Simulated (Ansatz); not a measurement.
This script for the Python package of Ansatz (0.2.0) starts 3 runs on TaS2, space group P-3m1. What input does the engine get in each?

`terms_tas2.py`:
```python
'''Taking single terms out of the free energy of TaS2.'''

import ansatz as az
from ase import Atoms

KMESH = (8, 8, 4)
FILLING = 'methfessel_paxton'
WIDTH_EV = 0.1

atoms = Atoms(
    ['Ta', 'S', 'S'],
    scaled_positions=[
        (0.0, 0.0, 0.0),
        (1 / 3, 2 / 3, 0.25),
        (2 / 3, 1 / 3, 0.75),
    ],
    cell=[
        (3.35, 0.0, 0.0),
        (-1.675, 2.901185, 0.0),
        (0.0, 0.0, 5.86),
    ],
    pbc=True,
)
tas2 = az.Crystal.from_ase(atoms)

calc = (
    tas2.calculation()
    .kpoints(*KMESH)
    .occupations(FILLING, width=WIDTH_EV)
)
with_term = calc.functional('pbesol', dispersion='d3bjatm').basis(380).cutoff_correction(530).run(threads=1, backend='cpu').report
without = calc.functional('pbesol').basis(380).run(threads=1, backend='cpu').report
finer = calc.functional('pbesol').basis(530).run(threads=1, backend='cpu').report
removed = az.free_energy_without(with_term, az.EnergyTerm.DISPERSION)
print(f'dispersion term            {with_term["components"]["e_disp"]:.5f} eV')
print(f'F less dispersion          {removed:.5f} eV, run without it {without["free_energy_ev"]:.5f} eV')
print(f'F less smearing term       {az.free_energy_without(without, az.EnergyTerm.SMEARING):.5f} eV')
print(f'estimated gain to 530 eV   {with_term["cutoff_correction"]["energy_ev"]:.5f} eV, found {finer["free_energy_ev"] - without["free_energy_ev"]:.5f} eV')
```

Run 1:
```yaml
crystal:
  lattice:
    - [3.35, 0.0, 0.0]
    - [-1.675, 2.901185, 0.0]
    - [0.0, 0.0, 5.86]
  atoms:
    - { symbol: Ta, position: [0.0, 0.0, 0.0] }
    - { symbol: S, position: [0.3333333333333333, 0.6666666666666666, 0.25] }
    - { symbol: S, position: [0.6666666666666666, 0.3333333333333333, 0.75] }
basis:
  ecutwfc: 380.0
kpoints:
  mp_grid:
    grid: [8, 8, 4]
hamiltonian:
  xc: pbesol
  dispersion: d3bjatm
scf:
  occupations:
    method: methfessel_paxton
    width: 0.1
output:
  cutoff_correction: 530.0
```

Run 2, against run 1:
```diff
-  dispersion: d3bjatm
-output:
-  cutoff_correction: 530.0
```

Run 3, against run 1:
```diff
-  ecutwfc: 380.0
+  ecutwfc: 530.0
-  dispersion: d3bjatm
-output:
-  cutoff_correction: 530.0
```

```console
$ python terms_tas2.py
DeckWarning: basis.ecutwfc = 380 eV is below the records' recommended 420 eV, and the density's cutoff is lower with it unless basis.ecutrho_ratio is high enough to keep the records' density cutoff: compare with a run at a higher cutoff
dispersion term            -1.05277 eV
F less dispersion          -11579.48946 eV, run without it -11579.48946 eV
F less smearing term       -11579.48432 eV
estimated gain to 530 eV   -0.00389 eV, found -0.00392 eV
```
(Warnings from the package without file and line.)

What to keep in mind:
- Absolute energies stand on the zero of these potentials, so only differences at equal settings mean something. A total without «per atom» is that of the cell as typed.
- The cutoff lies under the one recommended for these potentials in some of the runs.
- Spin is left out of this run.
- Dispersion corrections can be off by several per cent in the lattices of metals, and by several GPa in the pressure at a fixed cell.
- For a metal this k-point mesh is coarse: on a finer one energies can move by several to tens of meV an atom and pressures by half a GPa or more, differences at one mesh by less.
- Spin-orbit coupling, which matters for elements this heavy, is left out.
- The structure is a deposited one; some such entries were measured under pressure or heat, so a shift against it needn't be the functional's error alone.
- Finished in 2.7 s on 1 thread of AMD EPYC 9R45 96-Core Processor (Zen 5), on a shared host, peak memory 0.45 GiB.

(Lines on the test bed's own set-up are left out of the output.)
